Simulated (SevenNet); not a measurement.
## Rutile RuO₂

The numbers are results of the machine-learned potential SevenNet-l3i5 (trained on PBE and PBE+U data), not measurements.

Cell (relaxed at this level):

```cif
data_O4Ru2
_chemical_formula_sum 'Ru2 O4'
_space_group_name_H-M_alt 'P42/mnm'
_space_group_IT_number 136
_space_group_name_Hall '-P 4n 2n'
_cell_length_a 4.54390
_cell_length_b 4.54390
_cell_length_c 3.13904
_cell_angle_alpha 90.000
_cell_angle_beta 90.000
_cell_angle_gamma 90.000
loop_
_atom_site_label
_atom_site_type_symbol
_atom_site_symmetry_multiplicity
_atom_site_Wyckoff_symbol
_atom_site_fract_x
_atom_site_fract_y
_atom_site_fract_z
_atom_site_occupancy
Ru1 Ru 2 a 0.00000 0.00000 0.00000 1
O1 O 4 f 0.30574 0.30574 0.00000 1
```

- bulk modulus B0 = 242 GPa

Measured, for comparison: bulk modulus 270 GPa (room temperature, not corrected to a static lattice; as tabulated in LI and ZENG (2008), arXiv:0807.3251). Computed (rounded) less measured: bulk modulus -10 %.

A machine-learned potential is trained on density-functional data: it inherits that level's misses and adds fitting errors of its own.

Note: the model gives imaginary modes for this phase (in the spectrum interpolated from a supercell).
